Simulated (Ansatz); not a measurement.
**(ZnSe)2(MgS)2 [0001] superlattice, started as wurtzite: from the cell to its phonons**

Aim: the phonons of (ZnSe)2(MgS)2 [0001] superlattice, started as wurtzite at a cell relaxed beforehand at this level.

Calculated with Ansatz 0.2.0; DFT PBEsol, scalar-relativistic, plane waves, PAW.

The structure was built from a prototype and need not be the compound's stable phase.

## 1. Set-up

Symmetry: P3m1, No. 156, trigonal system. Conventional cell: a = 3.983 Å, b = 3.983 Å, c = 13.079 Å, α = 90.00°, β = 90.00°, γ = 120.00°. Nearest to Mg lie 1 S at 2.44 Å and 3 Se at 2.50 Å. Nearest to Mg lie 4 S at 2.44 to 2.45 Å. Nearest to S lie 4 Mg at 2.44 Å. S has 3 Zn at 2.40 Å and 1 Mg at 2.45 Å nearest. Se has 4 Zn at 2.44 to 2.45 Å nearest. Nearest to Se lie 1 Zn at 2.44 Å and 3 Mg at 2.50 Å. Farther neighbours and most contacts between anions are not listed.

Structure file:

```cif
data_structure
_symmetry_space_group_name_H-M 'P3m1'
_symmetry_Int_Tables_number 156
_cell_length_a 3.9830
_cell_length_b 3.9830
_cell_length_c 13.0789
_cell_angle_alpha 90.000
_cell_angle_beta 90.000
_cell_angle_gamma 120.000
_cell_volume 179.69
loop_
_atom_site_label
_atom_site_type_symbol
_atom_site_symmetry_multiplicity
_atom_site_Wyckoff_symbol
_atom_site_fract_x
_atom_site_fract_y
_atom_site_fract_z
_atom_site_occupancy
Mg1 Mg 1 b 0.33333 0.66667 0.50638 1
Mg2 Mg 1 c 0.66667 0.33333 0.75540 1
S1 S 1 b 0.33333 0.66667 0.69324 1
S2 S 1 c 0.66667 0.33333 0.94309 1
Se1 Se 1 b 0.33333 0.66667 0.18211 1
Se2 Se 1 c 0.66667 0.33333 0.43056 1
Zn1 Zn 1 b 0.33333 0.66667 0.99486 1
Zn2 Zn 1 c 0.66667 0.33333 0.24436 1
```

## 2. Zone-centre response

The cell comes from relaxations at this level that are not shown. The zone centre is the only wavevector solved here; it holds the modes that light can see, as far as symmetry allows. The response to a homogeneous field gives the Born charges and the dielectric tensor, and its change with displacement the Raman tensors.

input.yaml

```yaml
crystal:
  lattice:
    - [3.9830135548, 0.0, 0.0]
    - [-1.9915067774, 3.449390922, 0.0]
    - [0.0, 0.0, 13.0789343941]
  atoms:
    - { symbol: Mg, position: [0.3333333333, 0.6666666667, 0.506376329] }
    - { symbol: Mg, position: [0.6666666667, 0.3333333333, 0.7553983603] }
    - { symbol: S, position: [0.3333333333, 0.6666666667, 0.6932411978] }
    - { symbol: S, position: [0.6666666667, 0.3333333333, 0.9430900208] }
    - { symbol: Se, position: [0.3333333333, 0.6666666667, 0.1821125529] }
    - { symbol: Se, position: [0.6666666667, 0.3333333333, 0.4305616778] }
    - { symbol: Zn, position: [0.3333333333, 0.6666666667, -0.0051399558] }
    - { symbol: Zn, position: [0.6666666667, 0.3333333333, 0.2443598173] }
kpoints:
  mp_grid: { grid: [9, 9, 2] }
hamiltonian:
  xc: pbesol
scf:
  occupations: { method: fixed }
output:
  eigenvalues: true
phonons:
  method: dfpt
  dielectric: true
  rigid_motions: translations
  raman: true
```

Command:

```console
$ ansatz run input.yaml --threads 8 --pin off --max-ram 14336MiB --backend cpu --events-out ev --progress --plain --runs-dir out
```

Numbers of over 12 decimals in the logs are rounded to 6 here.

Log:

```text
Engine: ansatz 0.2.0, x86_64-unknown-linux-gnu
Pseudopotentials: kind: paw
Pseudopotential: Mg, paw, valence charge 10, recommended cutoff 420 eV (normal), Mg.paw.azcp
Pseudopotential: S, paw, valence charge 6, recommended cutoff 420 eV (normal), S.paw.azcp
Pseudopotential: Se, paw, valence charge 16, recommended cutoff 420 eV (normal), Se.paw.azcp
Pseudopotential: Zn, paw, valence charge 12, recommended cutoff 420 eV (normal), Zn.paw.azcp
Functional definition: PBEsol
  exchange = pbesol_x
  correlation = pbesol_c
Crystal: 8 atoms, lattice volume = 179.691 Å³
Basis set: ecut = 420 eV, 3547 PW (Γ), exchange–correlation on 54×54×180 points (8 copies of the dense FFT grid, shifted against one another)
Bands: 53, of which v1, the nominal top of the filled ones, is band 44 counted from 1 (43 counted from 0)
Symmetry: 6 space group operations
k-points: 50 of 162 (irreducible under 2 space group operations, time reversal used)
Non-local potential: Mg, projectors of the file, l = 0: 3, l = 1: 2, l = 2: 1
Non-local potential: S, projectors of the file, l = 0: 2, l = 1: 2, l = 2: 2
Non-local potential: Se, projectors of the file, l = 0: 2, l = 1: 2, l = 2: 3, l = 3: 1
Non-local potential: Zn, projectors of the file, l = 0: 2, l = 1: 2, l = 2: 3, l = 3: 1
PAW form: soft (Blöchl's): semilocal exchange-correlation on the pseudo side does not see the compensation charge
PAW frozen core: Mg, regenerated for the run's functional, and the local potential with it (the file was generated under x = pbe(κ = 0.804, μ = 0.219515), c = pbe(β = 0.066725))
PAW frozen core: S, regenerated for the run's functional, and the local potential with it (the file was generated under x = pbe(κ = 0.804, μ = 0.219515), c = pbe(β = 0.066725))
PAW frozen core: Se, regenerated for the run's functional, and the local potential with it (the file was generated under x = pbe(κ = 0.804, μ = 0.219515), c = pbe(β = 0.066725))
PAW frozen core: Zn, regenerated for the run's functional, and the local potential with it (the file was generated under x = pbe(κ = 0.804, μ = 0.219515), c = pbe(β = 0.066725))
PAW one-centre angular grid: Mg, 110 points (default); XC on 64 Gauss nodes
PAW one-centre angular grid: S, 110 points (default); XC on 64 Gauss nodes
PAW one-centre angular grid: Se, 590 points (default); XC on 64 Gauss nodes
PAW one-centre angular grid: Zn, 590 points (default); XC on 64 Gauss nodes
Initial density: superposition of atomic densities (neutral atoms: chi_scale 0, normalization atom), corrected by the library's trained network
Initial wavefunctions: pseudopotential atomic-orbital guess
Functional: x = pbesol(κ = 0.804, μ = 0.123457), c = pbesol(β = 0.046)
SCF iter   1: F=—  HF=-23012.167889 eV  |F-HF|=—  |Δ(HF+E_count)|=         —  Δρ=3.66e-3  dr2=3.96e-2  ethr=1.77e-3  ⟨swp⟩=4.9  Hψ=8956  notcnv=0  defer=318
preconditioner: auto → Resta (q_TF=auto, 2.422 Å⁻¹)  ε∞=4.8  [insulator: Δε(μ)=1.632 eV  Ē_g=10.307 eV  n_scr=52 (ndim 8)  ℏωp=20.0 eV  f_vac=0.070  ε∞_Penn≈4.8]
SCF iter   2: F=—  HF=-23012.158006 eV  |F-HF|=—  |Δ(HF+E_count)|=   9.88e-3  Δρ=1.43e-3  dr2=7.59e-3  ethr=4.50e-5  ⟨swp⟩=2.0  Hψ=4282  notcnv=0  defer=350
SCF iter   3: F=—  HF=-23012.156793 eV  |F-HF|=—  |Δ(HF+E_count)|=   1.21e-3  Δρ=1.05e-3  dr2=1.83e-3  ethr=8.63e-6  ⟨swp⟩=2.0  Hψ=3776  notcnv=0  defer=350
SCF iter   4: F=—  HF=-23012.156274 eV  |F-HF|=—  |Δ(HF+E_count)|=   5.19e-4  Δρ=3.52e-4  dr2=2.93e-4  ethr=2.08e-6  ⟨swp⟩=2.0  Hψ=3667  notcnv=0  defer=350
SCF iter   5: F=—  HF=-23012.156323 eV  |F-HF|=—  |Δ(HF+E_count)|=   4.96e-5  Δρ=9.34e-5  dr2=2.60e-5  ethr=3.34e-7  ⟨swp⟩=2.0  Hψ=3700  notcnv=0  defer=332
SCF iter   6: F=—  HF=-23012.156338 eV  |F-HF|=—  |Δ(HF+E_count)|=   1.48e-5  Δρ=4.24e-5  dr2=3.68e-6  ethr=2.95e-8  ⟨swp⟩=2.0  Hψ=4567  notcnv=0  defer=242
[...]
--- Phonons (Γ-DFPT): 16 representative perturbations + reference, on 50 of 162 k-points (Σ response iterations 60) ---
  k mesh reduced under 2 symmetry operations, with k and −k counted as one. Each operation leaves every solved perturbation unchanged. A smaller set is not considered because the run solves the response to a homogeneous field
  ASR residual: 7.356e-5 → 0.000e0 eV/Å²; symmetrization residual: 7.563e-5 eV/Å²
  ASR residual per site (eV/Å²): 6.42e-5 4.48e-5 1.33e-5 1.46e-5 2.21e-5 5.85e-5 3.51e-5 7.36e-5
  Γ frequencies (cm⁻¹): 0.00 0.00 0.00 44.29 44.29 49.08 49.08 64.79 64.79 122.58 142.12 208.03 208.03 212.83 222.71 232.08 232.08 247.19 299.02 299.02 335.64 335.64 359.20 367.73
  ε∞ (high-frequency dielectric tensor):
        5.576206     0.000000     0.000000
        0.000000     5.576206    -0.000000
        0.000000    -0.000000     5.441004
  ε⁰ (static dielectric tensor: ions relaxed, cell fixed):
        8.444892     0.000000     0.000000
        0.000000     8.444892     0.000000
        0.000000     0.000000     8.437260
  ε⁰ − ε∞ (ionic part):
        2.868686     0.000000     0.000000
        0.000000     2.868686     0.000000
        0.000000     0.000000     2.996256
  softest optical mode at Γ: 44.29 cm⁻¹; the repairs (sum rule, projections) moved no ω² at Γ by more than (4.59 cm⁻¹)²
  Born effective charges Z* (e; rows j = field, columns β = displacement):
    site 0:
         1.79274    0.00000    0.00000
         0.00000    1.79274   -0.00000
         0.00000   -0.00000    2.09238
    site 1:
         1.83841    0.00000    0.00000
         0.00000    1.83841    0.00000
[...]
site 2:
[...]
site 3:
[...]
site 4:
[...]
site 5:
[...]
site 6:
[...]
0.00000    2.04649   -0.00000
         0.00000   -0.00000    1.84535
    site 7:
         1.98924    0.00000    0.00000
         0.00000    1.98924    0.00000
         0.00000    0.00000    1.66686
  Z* charge neutrality: 2.539e-2 e pre-enforcement
  solved inside a basis spanned on kpoints, on 12×12×4 k-points transformed towards the longest dipole: ε∞ is read to err by 3.4e-2, Z* by 2.8e-2 e (field_mesh: kpoints solves on kpoints); Z* is corrected for what the basis lacks
  Raman tensors (in the event stream and the table raman_tensors.tsv): an entry may err by 8.4e-1 Å², one of the second-order susceptibility by 7.8e-1 pm/V (basis, points and sum rule); their sum over the sites missed zero by 3.136e-3 Å² ahead of its enforcement
  optical modes at Γ without the LO–TO term, one row a degenerate level:
      ω (cm⁻¹)  modes    IR ((D/Å)²/amu)  static Raman (Å⁴/amu)  depolarisation
         44.29      2             0.0003                 0.3364           0.750
         49.08      2             0.0046                 0.6847           0.750
         64.79      2             0.0075                 0.1661           0.750
        122.58      1             0.1680                 9.1709           0.058
        142.12      1             0.0475                 9.9487           0.018
        208.03      2             5.5814                 0.3219           0.750
        212.83      1             3.9894                 4.6525           0.614
        222.71      1             0.3551                25.0768           0.011
        232.08      2             8.5429                 6.2235           0.750
        247.19      1             2.0856                 2.5261           0.003
        299.02      2             6.9040                 8.2571           0.750
        335.64      2            12.9227                 7.6848           0.750
        359.20      1            12.3067                 9.5640           0.036
        367.73      1             1.9135                71.8558           0.002
  optical modes at Γ + LO–TO along q̂ = [1.0000, 0.0000, 0.0000]:
      ω (cm⁻¹)  modes    IR ((D/Å)²/amu)  static Raman (Å⁴/amu)  depolarisation
[...]
optical modes at Γ + LO–TO along q̂ = [0.0000, 1.0000, 0.0000]:
      ω (cm⁻¹)  modes    IR ((D/Å)²/amu)  static Raman (Å⁴/amu)  depolarisation
[...]
optical modes at Γ + LO–TO along q̂ = [0.0000, 0.0000, 1.0000]:
      ω (cm⁻¹)  modes    IR ((D/Å)²/amu)  static Raman (Å⁴/amu)  depolarisation
[...]
256.24      1             1.8271                 1.8944           0.359
        299.02      2             6.9040                 8.2571           0.750
        335.64      2            12.9227                 7.6848           0.750
        366.41      1             0.0844                78.8635           0.000
        406.80      1            17.7353                14.3959           0.579
[key lines of the parts left out:]
SCF converged after 12 iterations
Free energy (F): -23012.156369 eV
Fermi energy:    5.414609 eV
```

Wall time 13 min (8 threads of Intel Xeon Platinum 8559C (Emerald Rapids), shared host); peak memory 5.1 GiB; 85 min of CPU time.

Numbers from this step:

```
gap on the k-mesh                                       : 1.662 eV
volume per atom                                         : 22.46 Å³
sum-rule residual before enforcement                    : 7.36e-5 eV/Å²
miss of the charge sum rule                             : 0.02539 e
estimated error of the dielectric tensor                : 0.03404
estimated error of the Born charges                     : 0.02814 e
point group                                             : 3m
highest optical mode at the zone centre (no LO-TO term) : 367.7 cm⁻¹
lowest optical zone-centre mode                         : 44.29 cm⁻¹
mean high-frequency dielectric constant                 : 5.531
largest Born charge (third of the trace)                : -2.103 e
mean static dielectric constant                         : 8.442
top of the zone-centre spectrum with the field          : 406.8 cm⁻¹
```

Without the LO-TO term. Patterns of degenerate modes are one choice out of their space. Modes at Γ, with each element's share of the kinetic energy:

```csv
mode,frequency (cm⁻¹),symmetry,Mg %,S %,Se %,Zn %
1,0.0,acoustic,12,16,39,33
2,0.0,acoustic,12,16,39,33
3,0.0,acoustic,12,16,39,33
4,44.3,E,16,5,60,19
5,44.3,E,16,5,60,19
6,49.1,E,10,23,21,46
7,49.1,E,10,23,21,46
8,64.8,E,29,41,8,22
9,64.8,E,29,41,8,22
10,122.6,A1,5,7,42,45
11,142.1,A1,27,40,15,19
12,208.0,E,0,0,48,52
13,208.0,E,0,0,48,52
14,212.8,A1,8,8,40,44
15,222.7,A1,5,5,42,48
16,232.1,E,0,72,0,28
17,232.1,E,0,72,0,28
18,247.2,A1,20,53,18,9
19,299.0,E,77,0,23,0
20,299.0,E,77,0,23,0
21,335.6,E,57,43,0,0
22,335.6,E,57,43,0,0
23,359.2,A1,58,39,1,1
24,367.7,A1,64,33,2,1
```

Displacements in mode 5 (44.3 cm⁻¹), the largest set to 1:
```
Mg1  0.00  1.00  0.00
Mg2  0.00  0.32  0.00
S3   0.00  0.34  0.00
S4   0.00 -0.38  0.00
Se5  0.00 -0.56  0.00
Se6  0.00  0.99  0.00
Zn7  0.00 -0.42  0.00
Zn8  0.00 -0.58  0.00
```

Displacements in mode 11 (142.1 cm⁻¹), the largest set to 1:
```
Mg1  0.00  0.00  0.60
Mg2  0.00  0.00  0.94
S3   0.00  0.00  1.00
S4   0.00  0.00  0.65
Se5  0.00  0.00 -0.45
Se6  0.00  0.00 -0.10
Zn7  0.00  0.00 -0.16
Zn8  0.00  0.00 -0.55
```

Optical modes at the zone centre, without and with the macroscopic field of the longitudinal modes; each column is sorted by frequency, so a row need not hold one and the same mode. Modes with and without the field, by row:

```csv
rank among optical modes,no field (cm⁻¹),"q along (1, 0, 0) (cm⁻¹)","q along (0, 0, 1) (cm⁻¹)"
1,44.3,44.3,44.3
2,44.3,44.3,44.3
3,49.1,49.1,49.1
4,49.1,49.1,49.1
5,64.8,64.8,64.8
6,64.8,64.8,64.8
7,122.6,122.6,123.5
8,142.1,142.1,142.3
9,208,208,208
10,208,212.8,208
11,212.8,213.7,220.6
12,222.7,222.7,226.7
13,232.1,232.1,232.1
14,232.1,247.2,232.1
15,247.2,247.8,256.2
16,299,299,299
17,299,307.5,299
18,335.6,335.6,335.6
19,335.6,359.2,335.6
20,359.2,365.6,366.4
21,367.7,367.7,406.8
```

Born charge (rows field, columns displacement) (e), principal values of the symmetric part by kind of site:

```csv
atom,atoms with these values,low,middle,high,mean
Mg1,1,1.79,1.79,2.09,1.89
Mg2,1,1.84,1.84,2.41,2.03
S3,1,-2.45,-1.88,-1.88,-2.07
S4,1,-2.17,-2.17,-1.97,-2.10
Se5,1,-1.93,-1.93,-1.57,-1.81
Se6,1,-2.03,-1.69,-1.69,-1.80
Zn7,1,1.85,2.05,2.05,1.98
Zn8,1,1.67,1.99,1.99,1.88
```

In full for S3:

```
-1.88  0.00  0.00
 0.00 -1.88  0.00
 0.00  0.00 -2.45
```

High-frequency dielectric tensor:

```
5.58 0.00 0.00
0.00 5.58 0.00
0.00 0.00 5.44
```

Static dielectric tensor (ions relaxed, fixed cell):

```
8.44 0.00 0.00
0.00 8.44 0.00
0.00 0.00 8.44
```

Transverse modes. Infrared lines, with heights relative to the strongest:

```csv
position (cm⁻¹),label,relative intensity
44,E,0.0
49,E,0.0
65,E,0.1
123,A1,1.3
142,A1,0.4
208,E,43
213,A1,31
223,A1,2.7
232,E,66
247,A1,16
299,E,53
336,E,100
359,A1,95
368,A1,15
```

Activity x (w_L - w)^4 (n + 1)/w, 532 nm, 300 K; the tensors are static ones, while 532 nm light lies above the computed direct gap, where resonance would change the heights; modes without the macroscopic field alone. Raman lines, with heights relative to the strongest:

```csv
position (cm⁻¹),label,relative intensity
44,E,18
49,E,30
65,E,4.3
123,A1,75
142,A1,63
208,E,1.1
213,A1,15
223,A1,75
232,E,17
247,A1,6.4
299,E,16
336,E,12
359,A1,14
368,A1,100
```

Static second-order susceptibility (pm/V), twice the coefficient d of second-harmonic generation. Second order susceptibility, by row:

```csv
field along,xx,yy,zz,yz,xz,xy
x,0,0,0,0,-8.19,3.73
y,3.73,-3.73,0,-8.19,0,0
z,-8.19,-8.19,8.99,0,0,0
```

Before it was imposed, the acoustic sum rule was missed by 7.4e-5 eV/Å² and the charge sum rule by 0.025 e. Small misses are needed for a sound result but don't prove that mesh and cutoff are converged. The lowest optical mode is real, 44.3 cm⁻¹.

The log warns of the k mesh: “the force constants stand on the 9×9×2 k-mesh, whose period is 10.63 times the interband length at k = (0.0000, 0.0000, 0.0000), direct gap 1.662 eV, under 14: take them and everything formed from them as unconverged”.

## 3. Isotope substitution, element Mg, natural mass 24.305 amu

An isotope changes the mass and not the force constants, so no new electronic calculation is needed; the shifts show which modes move this element.

The same force constants with the mass of Mg changed from 24.305 to 25.983 u (phonopy, no LO-TO term). Both lists are sorted by frequency; levels can cross, so a row need not hold one and the same mode. Modes under 3 cm⁻¹ are left out. Isotope shifts, by row:

```csv
q,rank,natural mass (cm⁻¹),changed mass (cm⁻¹)
0 0 0,4,44.29,44.05
0 0 0,5,44.29,44.05
0 0 0,6,49.08,48.91
0 0 0,7,49.08,48.91
0 0 0,8,64.79,64.17
0 0 0,9,64.79,64.17
0 0 0,10,122.6,122.3
0 0 0,11,142.1,140.8
0 0 0,12,208,208
0 0 0,13,208,208
0 0 0,14,212.8,212.2
0 0 0,15,222.7,222.3
0 0 0,16,232.1,232.1
0 0 0,17,232.1,232.1
0 0 0,18,247.2,245.5
0 0 0,19,299,291.5
0 0 0,20,299,291.5
0 0 0,21,335.6,329.4
0 0 0,22,335.6,329.4
0 0 0,23,359.2,352.4
0 0 0,24,367.7,360.1
```

A mode of this element alone would shift by -3.28 %. The highest zone-centre frequency without the field goes from 367.7 to 360.1 cm⁻¹ (-2.1 %). The product of the frequency ratios over all optical modes at Γ is 0.829; the product rule, (m/m′)^(3k/2) (M′/M)^(3/2) with k = 2 such atoms and M the mass of the cell, gives 0.829.

## 4. Another isotope, element S, natural mass 32.06 amu

The same for S, from 32.06 to 33.97 u.

The same force constants with the mass of S changed from 32.060 to 33.968 u (phonopy, no LO-TO term). Both lists are sorted by frequency; levels can cross, so a row need not hold one and the same mode. Modes under 3 cm⁻¹ are left out. Isotope shifts, by row:

```csv
q,rank,natural mass (cm⁻¹),changed mass (cm⁻¹)
0 0 0,4,44.29,44.23
0 0 0,5,44.29,44.23
0 0 0,6,49.08,48.76
0 0 0,7,49.08,48.76
0 0 0,8,64.79,64.01
0 0 0,9,64.79,64.01
0 0 0,10,122.6,122.3
0 0 0,11,142.1,140.5
0 0 0,12,208,208
0 0 0,13,208,208
0 0 0,14,212.8,212.3
0 0 0,15,222.7,222.4
0 0 0,16,232.1,227.4
0 0 0,17,232.1,227.4
0 0 0,18,247.2,243.4
0 0 0,19,299,299
0 0 0,20,299,299
0 0 0,21,335.6,331.5
0 0 0,22,335.6,331.5
0 0 0,23,359.2,355.2
0 0 0,24,367.7,364.4
```

A mode of this element alone would shift by -2.85 %. The highest zone-centre frequency without the field goes from 367.7 to 364.4 cm⁻¹ (-0.9 %). The product of the frequency ratios over all optical modes at Γ is 0.853; the product rule, (m/m′)^(3k/2) (M′/M)^(3/2) with k = 2 such atoms and M the mass of the cell, gives 0.853.

## 5. Isotope substitution, element Se, natural mass 78.971 amu

The same for Se, from 78.97 to 81.92 u.

A mode of this element alone would shift by -1.81 %. The highest zone-centre frequency without the field goes from 367.7 to 367.6 cm⁻¹ (-0.0 %). The product of the frequency ratios over all optical modes at Γ is 0.916; the product rule, (m/m′)^(3k/2) (M′/M)^(3/2) with k = 2 such atoms and M the mass of the cell, gives 0.916.

## 6. Another isotope, element Zn, natural mass 65.38 amu

The same for Zn, from 65.38 to 67.92 u.

A mode of this element alone would shift by -1.89 %. The highest zone-centre frequency without the field goes from 367.7 to 367.7 cm⁻¹ (-0.0 %). The product of the frequency ratios over all optical modes at Γ is 0.909; the product rule, (m/m′)^(3k/2) (M′/M)^(3/2) with k = 2 such atoms and M the mass of the cell, gives 0.909.

## 7. What came out

```json
{
 "space group (within 0.01 Å)": "P3m1",
 "volume per atom": "22.5 Å³",
 "gap on the k-mesh": "1.66 eV",
 "highest optical mode at the zone centre (no LO-TO term)": "368 cm⁻¹",
 "top of the zone-centre spectrum with the field": "407 cm⁻¹",
 "lowest optical zone-centre mode": "44.3 cm⁻¹",
 "mean high-frequency dielectric constant": "5.53",
 "mean static dielectric constant": "8.44",
 "largest Born charge (third of the trace)": "-2.10 e",
 "imaginary modes at Γ (the only wavevector solved)": "none"
}
```

In words: The structure is stable against zone-centre distortions, since no mode there is imaginary; runs at other wavevectors are not part of this account. Without the field, the optical modes at Γ span 44 to 368 cm⁻¹. The dispersion is not part of this account. With the macroscopic field of the longitudinal modes the top of the zone-centre spectrum lies at 407 cm⁻¹, against 368 cm⁻¹ without it. Lattice motion raises the mean dielectric constant from 5.531 to 8.442. The strongest infrared line is at 336 cm⁻¹. Averaged over orientations, the strongest Raman line at 532 nm and 300 K is at 368 cm⁻¹, among the modes without the field; their longitudinal partners can be Raman active too. The tensors are the static, non-resonant ones, while 532 nm light (2.33 eV) lies above the computed gap. With the field response the log warns that the k mesh is coarse for the force constants too, so the frequencies may not be converged. The starting cell was built on a prototype and not taken from a measurement, so the phase need not exist. These are harmonic frequencies at zero temperature: anharmonic shifts, linewidths and thermal expansion are left out.

[Logs are printed without paths, hosts, clocks, repeated set-up lines and the standing remarks that a program may print on its own settings, such as how far it seeks lower states.]

[Hosts, paths, dates, database ids (printed as entryN), source tags and the programs' standing remarks are cut or masked in the printed files.]
